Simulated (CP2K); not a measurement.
# Cu (P6_3/mmc) in CP2K: a series of runs

Aim: see how the results for Cu move with the level of theory and the settings. Levels: PBEsol, LDA. Tasks: band structure.

Program: CP2K 2026.2. These are calculated values, not measurements. Logs are shortened: lines on timing, memory, paths and dates and some standing lists are left out, and cuts for length are marked.

**1. Starting point**

The structure is hexagonal, space group P6_3/mmc (No. 194). Conventional cell: a = 2.534 Å, b = 2.534 Å, c = 4.113 Å, α = 90.00°, β = 90.00°, γ = 120.00°. Cu (site symmetry -6m2) has 12 Cu at 2.52 to 2.53 Å as nearest neighbours.

This isn't the form of Cu at room conditions, which is fcc.

**2. Band structure, PBEsol**

Contents of cu_bands.inp:

```
&GLOBAL
  PROJECT cu_bands
  RUN_TYPE ENERGY_FORCE
  PRINT_LEVEL LOW
&END GLOBAL
&FORCE_EVAL
  METHOD QS
  STRESS_TENSOR ANALYTICAL
  &DFT
    BASIS_SET_FILE_NAME BASIS_MOLOPT_UZH
    POTENTIAL_FILE_NAME POTENTIAL_UZH
    &MGRID
      CUTOFF 450
      REL_CUTOFF 60
      NGRIDS 4
    &END MGRID
    &QS
      METHOD GPW
      EPS_DEFAULT 1.0E-9
    &END QS
    &KPOINTS
      SCHEME MONKHORST-PACK 12 12 7
      GAMMA_CENTERED T
      SYMMETRY T
      SYMMETRY_BACKEND SPGLIB
    &END KPOINTS
    &SCF
      SCF_GUESS ATOMIC
      EPS_SCF 1.0E-6
      MAX_SCF 100
      ADDED_MOS 16
      CHOLESKY OFF
      EPS_EIGVAL 1.0E-7
      &DIAGONALIZATION ON
        ALGORITHM STANDARD
      &END DIAGONALIZATION
      &MIXING ON
        METHOD BROYDEN_MIXING
        ALPHA 0.4
        BETA 1.5
        NBUFFER 8
      &END MIXING
      &SMEAR ON
        METHOD FERMI_DIRAC
        ELECTRONIC_TEMPERATURE [K] 580.226
      &END SMEAR
    &END SCF
    &XC
      &XC_FUNCTIONAL
        &GGA_X_PBE_SOL
        &END GGA_X_PBE_SOL
        &GGA_C_PBE_SOL
        &END GGA_C_PBE_SOL
      &END XC_FUNCTIONAL
    &END XC
    &PRINT
      &KPOINTS ON
      &END KPOINTS
      &MULLIKEN ON
      &END MULLIKEN
      &MO ON
        ENERGIES T
        OCCUPATION_NUMBERS T
        &EACH
          QS_SCF 0
        &END EACH
        ADD_LAST NUMERIC
      &END MO
      &LOWDIN ON
      &END LOWDIN
      &HIRSHFELD ON
        SHAPE_FUNCTION DENSITY
      &END HIRSHFELD
      &BAND_STRUCTURE
        FILE_NAME bands.bs
        ADDED_MOS 2
        &KPOINT_SET
          UNITS B_VECTOR
          NPOINTS 6
          SPECIAL_POINT GAMMA 0.00000000 0.00000000 0.00000000
          SPECIAL_POINT M 0.50000000 0.00000000 0.00000000
          SPECIAL_POINT K 0.33333333 0.33333333 0.00000000
          SPECIAL_POINT GAMMA 0.00000000 0.00000000 0.00000000
          SPECIAL_POINT A 0.00000000 0.00000000 0.50000000
          SPECIAL_POINT L 0.50000000 0.00000000 0.50000000
          SPECIAL_POINT H 0.33333333 0.33333333 0.50000000
          SPECIAL_POINT A 0.00000000 0.00000000 0.50000000
        &END KPOINT_SET
        &KPOINT_SET
          UNITS B_VECTOR
          NPOINTS 6
          SPECIAL_POINT L 0.50000000 0.00000000 0.50000000
          SPECIAL_POINT M 0.50000000 0.00000000 0.00000000
        &END KPOINT_SET
        &KPOINT_SET
          UNITS B_VECTOR
          NPOINTS 6
          SPECIAL_POINT K 0.33333333 0.33333333 0.00000000
          SPECIAL_POINT H 0.33333333 0.33333333 0.50000000
        &END KPOINT_SET
      &END BAND_STRUCTURE
    &END PRINT
  &END DFT
  &SUBSYS
    &CELL
      A 2.5340966698 0.0000000000 0.0000000000
      B -1.2670483349 2.1945920917 0.0000000000
      C 0.0000000000 0.0000000000 4.1125710000
      PERIODIC XYZ
    &END CELL
    &COORD
      SCALED
      Cu  0.6666666667 0.3333333333 0.7500000000
      Cu  0.3333333333 0.6666666667 0.2500000000
    &END COORD
    &KIND Cu
      BASIS_SET TZVP-MOLOPT-PBE-GTH-q11
      POTENTIAL GTH-PBE-q11
    &END KIND
    &PRINT
      &ATOMIC_COORDINATES ON
      &END ATOMIC_COORDINATES
      &CELL ON
      &END CELL
    &END PRINT
  &END SUBSYS
  &PRINT
    &FORCES ON
    &END FORCES
    &STRESS_TENSOR ON
    &END STRESS_TENSOR
  &END PRINT
&END FORCE_EVAL
```

Potentials or basis: POTENTIAL_UZH Cu GTH-PBE-q11; TZVP-MOLOPT-PBE-GTH basis.

Command:

```
$ OMP_NUM_THREADS=1 cp2k.psmp -i cu_bands.inp -o cu_bands.out
```

cu_bands.out:

```text

 CP2K| version string:                                       CP2K version 2026.2
 CP2K| Input file name                                              cu_bands.inp

 GLOBAL| Force Environment number                                              1
 GLOBAL| Basis set file name                                    BASIS_MOLOPT_UZH
 GLOBAL| Potential file name                                       POTENTIAL_UZH
 GLOBAL| MM Potential file name                                     MM_POTENTIAL
 GLOBAL| Coordinate file name                                      __STD_INPUT__
 GLOBAL| Method name                                                        CP2K
 GLOBAL| Project name                                                   cu_bands
 GLOBAL| Run type                                                   ENERGY_FORCE
 GLOBAL| FFT library                                                       FFTW3
[... 8 lines left out ...]
 GLOBAL| CPU model name                                                  UNKNOWN

 CELL| Volume [angstrom^3]:                                            22.871276
 CELL| Vector a [angstrom]:       2.534     0.000     0.000   |a| =     2.534097
 CELL| Vector b [angstrom]:      -1.267     2.195     0.000   |b| =     2.534097
 CELL| Vector c [angstrom]:       0.000     0.000     4.113   |c| =     4.112571
 CELL| Angle (b,c), alpha [degree]:                                    90.000000
 CELL| Angle (a,c), beta  [degree]:                                    90.000000
 CELL| Angle (a,b), gamma [degree]:                                   120.000000
 CELL| Numerically orthorhombic:                                              NO
 CELL| Periodicity                                                           XYZ

 CELL_REF| Volume [angstrom^3]:                                        22.871276
 CELL_REF| Vector a [angstrom     2.534     0.000     0.000   |a| =     2.534097
 CELL_REF| Vector b [angstrom    -1.267     2.195     0.000   |b| =     2.534097
 CELL_REF| Vector c [angstrom     0.000     0.000     4.113   |c| =     4.112571
 CELL_REF| Angle (b,c), alpha [degree]:                                90.000000
 CELL_REF| Angle (a,c), beta  [degree]:                                90.000000
 CELL_REF| Angle (a,b), gamma [degree]:                               120.000000
 CELL_REF| Numerically orthorhombic:                                          NO
 CELL_REF| Periodicity                                                       XYZ
[... 9 lines left out ...]
 TOTAL NUMBERS AND MAXIMUM NUMBERS

  Total number of            - Atomic kinds:                                   1
                             - Atoms:                                          2
                             - Shell sets:                                     2
                             - Shells:                                        20
                             - Primitive Cartesian functions:                 12
                             - Cartesian basis functions:                     80
                             - Spherical basis functions:                     68

  Maximum angular momentum of the orbital basis functions:                     3

 MODULE QUICKSTEP: ATOMIC COORDINATES IN ANGSTROM

   Atom Kind Element         X             Y             Z       Z(eff)     Mass
      1    1 Cu   29      1.267048      0.731531      3.084428  11.0000  63.5460
      2    1 Cu   29     -0.000000      1.463061      1.028143  11.0000  63.5460

 SCF PARAMETERS         Density guess:                                    ATOMIC
                        --------------------------------------------------------
                        max_scf:                                             100
                        max_scf_history:                                       0
                        max_diis:                                              4
[... 5 lines left out ...]
                        --------------------------------------------------------
                        level_shift [a.u.]:                             0.000000
                        added MOs                                        16    0
                        --------------------------------------------------------
                        Mixing method:                            BROYDEN_MIXING
                                                charge density mixing in g-space
                        --------------------------------------------------------
[... 9 lines left out ...]
 *******************************************************************************
 BRILLOUIN| K-point scheme                                        Monkhorst-Pack
 BRILLOUIN| K-Point grid                                            12   12    7
[... 59 lines left out ...]

 SCF WAVEFUNCTION OPTIMIZATION

  Step     Update method      Time    Convergence         Total energy    Change
  ------------------------------------------------------------------------------
     1 NoMix/Diag. 0.40E+00   20.6     1.34304264       -95.4029469605 -9.54E+01
     2 Broy./Diag. 0.40E+00   16.7     0.05248353       -94.4014738742  1.00E+00
     3 Broy./Diag. 0.40E+00   16.6     0.00663486       -95.2394810371 -8.38E-01
     4 Broy./Diag. 0.40E+00   16.6     0.00363594       -95.3523948562 -1.13E-01
     5 Broy./Diag. 0.40E+00   16.5     0.00092074       -95.3480200187  4.37E-03
     6 Broy./Diag. 0.40E+00   16.7     0.00041031       -95.3559890293 -7.97E-03
     7 Broy./Diag. 0.40E+00   16.6     0.00003320       -95.3554238446  5.65E-04
     8 Broy./Diag. 0.40E+00   16.6     0.00003580       -95.3557917806 -3.68E-04
     9 Broy./Diag. 0.40E+00   16.5     0.00000198       -95.3557123145  7.95E-05
    10 Broy./Diag. 0.40E+00   16.4     0.00000239       -95.3557251054 -1.28E-05
    11 Broy./Diag. 0.40E+00   17.0     0.00000009       -95.3557218366  3.27E-06

  *** SCF run converged in    11 steps ***

  Electronic density on regular grids:        -21.9999996441        0.0000003559
  Core density on regular grids:               21.9999999752       -0.0000000248
  Total charge density on r-space grids:        0.0000003311
  Total charge density g-space grids:           0.0000003311

  Overlap energy of the core charge distribution:               0.00000004674315
  Self energy of the core charge distribution:               -129.33650628091297
  Core Hamiltonian energy:                                     44.20117838718479
  Hartree energy:                                               4.95498973804371
  Exchange-correlation energy:                                -15.17506988314139
  Electronic entropic energy:                                  -0.00031384449860
  Fermi energy:                                                 0.24568595653835

  Total energy:                                               -95.35572183655060
  Total energy (extrapolated to T->0):                        -95.35556491430130

 MO| EIGENVALUES AND OCCUPATION NUMBERS FOR K POINT 1
 MO|
 MO|  Index      Eigenvalue [a.u.]        Eigenvalue [eV]             Occupation
 MO|      1               0.070738               1.924887               2.000000
 MO|      2               0.077149               2.099328               2.000000
 MO|      3               0.103603               2.819192               2.000000
 MO|      4               0.111361               3.030274               2.000000
 MO|      5               0.128892               3.507326               2.000000
 MO|      6               0.143555               3.906321               2.000000
[... 448 lines left out ...]
 MO|     26               1.826718              49.707532               0.000000
 MO|     27               1.860403              50.624143               0.000000
 MO| Sum:                                                              22.000000
 MO| E(Fermi):            0.245686 a.u.          6.685455 eV

 [... the levels of further k-points ...]

 !-----------------------------------------------------------------------------!
                     Mulliken Population Analysis

 #  Atom  Element  Kind  Atomic population                           Net charge
       1     Cu       1         11.000059                             -0.000059
       2     Cu       1         10.999941                              0.000059
 # Total charge                             22.000000                  0.000000

 !-----------------------------------------------------------------------------!

 !-----------------------------------------------------------------------------!
                           Hirshfeld Charges

  #Atom  Element  Kind  Ref Charge     Population                    Net charge
      1       Cu     1      11.000         11.000                         0.000
      2       Cu     1      11.000         11.000                         0.000

  Total Charge                                                            0.000
 !-----------------------------------------------------------------------------!

 LOWDIN POPULATION ANALYSIS

 #  Atom  Element  Kind  Atomic population                           Net charge
       1     Cu       1         11.000000                              0.000000
       2     Cu       1         11.000000                             -0.000000
 # Total charge                             22.000000                  0.000000

 KPOINTS| Band Structure Calculation
 KPOINTS| Number of k-point sets                                               3
 KPOINTS| Number of added MOs/bands                                            2
 KPOINTS| Number of k-points in set    1                                      43
 KPOINTS| In units of b-vector [2pi/Bohr]
 KPOINTS| Special point     1       GAMMA     0.000000     0.000000     0.000000
 KPOINTS| Special point     2           M     0.500000     0.000000     0.000000
 KPOINTS| Special point     3           K     0.333333     0.333333     0.000000
 KPOINTS| Special point     4       GAMMA     0.000000     0.000000     0.000000
 KPOINTS| Special point     5           A     0.000000     0.000000     0.500000
 KPOINTS| Special point     6           L     0.500000     0.000000     0.500000
 KPOINTS| Special point     7           H     0.333333     0.333333     0.500000
 KPOINTS| Special point     8           A     0.000000     0.000000     0.500000
 KPOINTS| Number of k-points in set    2                                       7
 KPOINTS| In units of b-vector [2pi/Bohr]
 KPOINTS| Special point     1           L     0.500000     0.000000     0.500000
 KPOINTS| Special point     2           M     0.500000     0.000000     0.000000
 KPOINTS| Number of k-points in set    3                                       7
 KPOINTS| In units of b-vector [2pi/Bohr]
 KPOINTS| Special point     1           K     0.333333     0.333333     0.000000
 KPOINTS| Special point     2           H     0.333333     0.333333     0.500000

 ENERGY| Total FORCE_EVAL ( QS ) energy [hartree]            -95.355722410407438

 FORCES| Atomic forces [hartree/bohr]
 FORCES|   Atom     x               y               z               |f|
 FORCES|      1 -5.97793201E-09  3.68809075E-08 -7.76263869E-09   3.81601306E-08
 FORCES|      2  5.92471775E-09 -3.67258682E-08  8.24029858E-09   3.81024172E-08
 FORCES| Sum    -5.32142511E-11  1.55039243E-10  4.77659885E-10
 FORCES| Total atomic force                                       5.05002861E-10

 STRESS| Analytical stress tensor [bar]
 STRESS|                        x                   y                   z
 STRESS|      x        3.73715250879E+03   2.94000724903E+01  -1.64638603574E-02
 STRESS|      y        2.94000724903E+01   3.77120757936E+03  -9.45277217860E-03
 STRESS|      z       -1.64638603574E-02  -9.45277217860E-03   1.17993343934E+04
 STRESS| 1/3 Trace                                             6.43589816051E+03
 STRESS| Determinant                                           1.66284639120E+11

 STRESS| Eigenvectors and eigenvalues of the analytical stress tensor [bar]
 STRESS|                        1                   2                   3
 STRESS| Eigenvalues   3.72020503530E+03   3.78815505280E+03   1.17993343934E+04
 STRESS|      x           0.866365467234      0.499410529705     -0.000002046431
 STRESS|      y          -0.499410529708      0.866365467234     -0.000001184951
 STRESS|      z           0.000001181180      0.000002048610      0.999999999997
```

It took 3.8 min on 1 thread of Arm Neoverse V1, shared host; peak memory 0.49 GiB.

What came out:

* Free energy: -2594.7612 eV
* Pressure: 0.6 GPa
* Band gap on the k mesh: none (metal or under the smearing width)

Stress tensor (GPa, compression positive):
```
0.37 0.00 0.00
0.00 0.38 0.00
0.00 0.00 1.18
```

Levels at the corners of the path, in eV from the Fermi level:
| point | band 8 | band 9 | band 10 | band 11 | band 12 | band 13 | band 14 | band 15 |
| --- | --- | --- | --- | --- | --- | --- | --- | --- |
| Γ | -2.47 | -2.47 | -1.64 | -1.64 | -1.18 | 4.10 | 21.77 | 21.78 |
| M | -1.54 | -1.48 | -1.42 | 0.04 | 1.65 | 7.94 | 8.29 | 11.29 |
| K | -1.73 | -1.73 | -1.64 | 3.07 | 3.47 | 3.47 | 10.50 | 11.23 |
| Γ | -2.47 | -2.47 | -1.64 | -1.64 | -1.18 | 4.10 | 21.77 | 21.78 |
| A | -3.04 | -1.88 | -1.88 | -1.88 | -1.88 | 13.17 | 13.17 | 23.57 |
| L | -1.86 | -1.47 | -1.47 | 0.37 | 0.37 | 5.09 | 5.09 | 16.24 |
| H | -2.45 | -1.61 | -1.61 | 4.10 | 4.10 | 5.73 | 5.73 | 7.09 |
| A | -3.04 | -1.88 | -1.88 | -1.88 | -1.88 | 13.17 | 13.17 | 23.57 |
| L | -1.86 | -1.47 | -1.47 | 0.37 | 0.37 | 5.09 | 5.09 | 16.24 |
| M | -1.54 | -1.48 | -1.42 | 0.04 | 1.65 | 7.94 | 8.29 | 11.29 |
| K | -1.73 | -1.73 | -1.64 | 3.07 | 3.47 | 3.47 | 10.50 | 11.23 |
| H | -2.45 | -1.61 | -1.61 | 4.10 | 4.10 | 5.73 | 5.73 | 7.09 |

Caveat: the potentials were made for another functional, which shifts forces and pressure; the basis of atomic orbitals isn't converged, which shifts pressures, moduli and gaps.

**3. Band structure, LDA**

cu_bands.inp: that of step 2 with these lines changed.

```diff
@@ -10,3 +10,3 @@
     BASIS_SET_FILE_NAME BASIS_MOLOPT_UZH
-    POTENTIAL_FILE_NAME POTENTIAL_UZH
+    POTENTIAL_FILE_NAME GTH_POTENTIALS
     &MGRID
@@ -14,3 +14,3 @@
       REL_CUTOFF 60
-      NGRIDS 4
+      NGRIDS 5
     &END MGRID
@@ -44,3 +44,3 @@
         METHOD FERMI_DIRAC
-        ELECTRONIC_TEMPERATURE [K] 580.226
+        ELECTRONIC_TEMPERATURE 580.23
       &END SMEAR
@@ -49,6 +49,6 @@
       &XC_FUNCTIONAL
-        &GGA_X_PBE_SOL
-        &END GGA_X_PBE_SOL
-        &GGA_C_PBE_SOL
-        &END GGA_C_PBE_SOL
+        &LDA_X
+        &END LDA_X
+        &LDA_C_PW
+        &END LDA_C_PW
       &END XC_FUNCTIONAL
@@ -68,13 +68,8 @@
       &END MO
-      &LOWDIN ON
-      &END LOWDIN
-      &HIRSHFELD ON
-        SHAPE_FUNCTION DENSITY
-      &END HIRSHFELD
       &BAND_STRUCTURE
         FILE_NAME bands.bs
-        ADDED_MOS 2
+        ADDED_MOS 6
         &KPOINT_SET
           UNITS B_VECTOR
-          NPOINTS 6
+          NPOINTS 8
           SPECIAL_POINT GAMMA 0.00000000 0.00000000 0.00000000
@@ -90,3 +85,3 @@
           UNITS B_VECTOR
-          NPOINTS 6
+          NPOINTS 8
           SPECIAL_POINT L 0.50000000 0.00000000 0.50000000
@@ -96,3 +91,3 @@
           UNITS B_VECTOR
-          NPOINTS 6
+          NPOINTS 8
           SPECIAL_POINT K 0.33333333 0.33333333 0.00000000
@@ -105,5 +100,4 @@
     &CELL
-      A 2.5340966698 0.0000000000 0.0000000000
-      B -1.2670483349 2.1945920917 0.0000000000
-      C 0.0000000000 0.0000000000 4.1125710000
+      ABC 2.5340966698 2.5340966698 4.1125710000
+      ALPHA_BETA_GAMMA 90.0000000000 90.0000000000 119.9999999999
       PERIODIC XYZ
@@ -111,5 +105,4 @@
     &COORD
-      SCALED
-      Cu  0.6666666667 0.3333333333 0.7500000000
-      Cu  0.3333333333 0.6666666667 0.2500000000
+      Cu  1.2670483350 0.7315306972 3.0844282500
+      Cu  -0.0000000001 1.4630613945 1.0281427500
     &END COORD
@@ -117,3 +110,3 @@
       BASIS_SET TZVP-MOLOPT-PBE-GTH-q11
-      POTENTIAL GTH-PBE-q11
+      POTENTIAL GTH-PADE-q11
     &END KIND
```

Potentials or basis: GTH_POTENTIALS Cu GTH-PADE-q11; TZVP-MOLOPT-PBE-GTH basis.

Command:

```
$ OMP_NUM_THREADS=1 cp2k.psmp -i cu_bands.inp -o cu_bands.out
```

Run time: 4.3 min. Hardware: 1 thread of Arm Neoverse V1, shared host; peak memory 0.49 GiB.

The run converged. Its results:

```
Free energy            : -2617.1574 eV
Pressure               : -5.0 GPa
Band gap on the k mesh : none (metal or under the smearing width)
```

Stress tensor (GPa, compression positive):
```
-5.09  0.00  0.00
 0.00 -5.09  0.00
 0.00  0.00 -4.83
```

Levels at the corners of the path, in eV from the Fermi level:
| point | band 9 | band 10 | band 11 | band 12 | band 13 | band 14 |
| --- | --- | --- | --- | --- | --- | --- |
| Γ | -2.62 | -1.79 | -1.79 | -0.99 | 4.12 | 21.99 |
| M | -1.64 | -1.58 | 0.04 | 1.67 | 8.09 | 8.42 |
| K | -1.89 | -1.80 | 3.16 | 3.54 | 3.54 | 10.66 |
| Γ | -2.62 | -1.79 | -1.79 | -0.99 | 4.12 | 21.99 |
| A | -2.04 | -2.04 | -2.04 | -2.04 | 13.30 | 13.30 |
| L | -1.63 | -1.63 | 0.50 | 0.50 | 5.14 | 5.14 |
| H | -1.76 | -1.76 | 4.22 | 4.22 | 5.85 | 5.85 |
| A | -2.04 | -2.04 | -2.04 | -2.04 | 13.30 | 13.30 |
| L | -1.63 | -1.63 | 0.50 | 0.50 | 5.14 | 5.14 |
| M | -1.64 | -1.58 | 0.04 | 1.67 | 8.09 | 8.42 |
| K | -1.89 | -1.80 | 3.16 | 3.54 | 3.54 | 10.66 |
| H | -1.76 | -1.76 | 4.22 | 4.22 | 5.85 | 5.85 |

Caveat: the basis of atomic orbitals isn't converged, which shifts pressures, moduli and gaps.
